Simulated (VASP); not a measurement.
Ag, 1 atom in the cell. Symmetry: Fm-3m, No. 225, cubic system. Conventional cell: a = 4.085 Å, b = 4.085 Å, c = 4.085 Å, α = 90.00°, β = 90.00°, γ = 90.00°. Ag (site symmetry m-3m) has 12 Ag at 2.89 Å as nearest neighbours. 

```yaml
Program: VASP 6.6.1
Task: relaxation of cell and atoms
Functional: PBE
Dispersion: rVV10
Potentials_or_basis: VASP PAW PBE potentials, release 64 (Ag)
Cutoff: 600 eV
k_mesh: 11 × 11 × 11
Occupations: fermi-dirac, width 0.05 eV
Spin: no spin polarisation
Further_INCAR_settings: ALGO = Fast; EDIFF = 1e-06; IBRION = 2; EDIFFG = -0.01; NSW = 40; ISIF = 3
```

Potentials or basis: VASP PAW PBE potentials, release 64 (Ag).

Launch:

```bash
$ cat potpaw_PBE.64/Ag/POTCAR > POTCAR
$ mpirun -np 1 vasp_std > vasp.out
```

Hardware: 1 thread of Intel(R) Xeon(R) Platinum 8488C (Sapphire Rapids), on a shared host.

How long does it take, and how much memory?

Run time: 62 s on 1 thread of Intel(R) Xeon(R) Platinum 8488C (Sapphire Rapids), on a shared host, peak memory 0.22 GiB. Counts: scf iterations 24, k points 56, ion steps 3.
